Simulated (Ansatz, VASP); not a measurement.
## Two plane-wave programs on C

```
C
1.0
     2.52210    0.00000    0.00000
    -1.26105    2.18420    0.00000
     0.00000    0.00000    8.23710
C
8
Direct
  0.66667 0.33333 0.84375
  0.33333 0.66667 0.34375
  0.66667 0.33333 0.65625
  0.33333 0.66667 0.15625
  0.00000 0.00000 0.90625
  0.00000 0.00000 0.40625
  0.00000 0.00000 0.59375
  0.00000 0.00000 0.09375
```

This is a hexagonal form of diamond, not graphite.

Alike in both runs: task band structure; functional PBE; k mesh 12 × 12 × 4; occupations fermi-dirac, width 0.05 eV; no spin polarisation.

```csv
,VASP,Ansatz
version,VASP 6.6.1,Ansatz 0.2.0
potentials or method,"VASP PAW PBE potentials, release 64 (C)",Ansatz PAW
plane-wave cutoff (eV),500,420
valence electrons in the cell,32,32
```

```tsv
	VASP	Ansatz	Ansatz less VASP
gap on the k mesh at the Fermi level (eV)	4.41	4.42	+0.009
least direct gap on the mesh (eV)	5.18	5.19	+0.007
gap along the band path (eV)	4.41	4.42	+0.012
pressure (GPa)	3.0	2.3	-0.75
largest component of the traceless stress (GPa)	8.20	8.20	-0.004
rms of the force components (eV/Å)	0.187	0.187	-0.0003
```

Atom by atom the forces differ by 0.001 eV/Å (rms over components).

Caveats: the pressure holds a Pulay correction of +1.0 GPa for the finite cutoff (Ansatz). As with any semilocal functional, this PBE gap is likely too small.
